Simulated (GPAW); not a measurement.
Runs of GPAW 26.7.0 on Ir. It takes space group P6_3/mmc (No. 194, hexagonal). The conventional cell has a = 2.751 Å, b = 2.751 Å, c = 4.462 Å, α = 90.00°, β = 90.00°, γ = 120.00°. Ir (site symmetry -6m2) has 12 Ir at 2.74 to 2.75 Å as nearest neighbours. This isn't the form of Ir at room conditions, which is fcc.

| level | potentials or basis | eigensolver | pressure (GPa) |
| --- | --- | --- | --- |
| RPBE | the program's PAW data sets (release 1.2.1) made for this functional, pw | - | 2.2 |
| BLYP | PAW data sets generated in the run's folder for this functional, pw | davidson | 13.2 |
| PBEsol | PAW data sets generated in the run's folder for this functional, pw | - | (a) |
| PBE | GPAW PAW data sets (gpaw-data 1.2.1), pw | - | -2.3 |
| LDA | the program's PAW data sets (release 1.2.1) made for this functional, pw | - | -19.6 |
| revPBE | the program's PAW data sets (release 1.2.1) made for this functional, pw | - | (b) |

Alike in all rows: task band structure; no spin polarisation; cell as given; k mesh 11 × 11 × 6; cutoff (eV) 600; smearing fermi-dirac 0.05 eV.

Estimate the missing entries.

(a) -13.4; (b) 0.9.
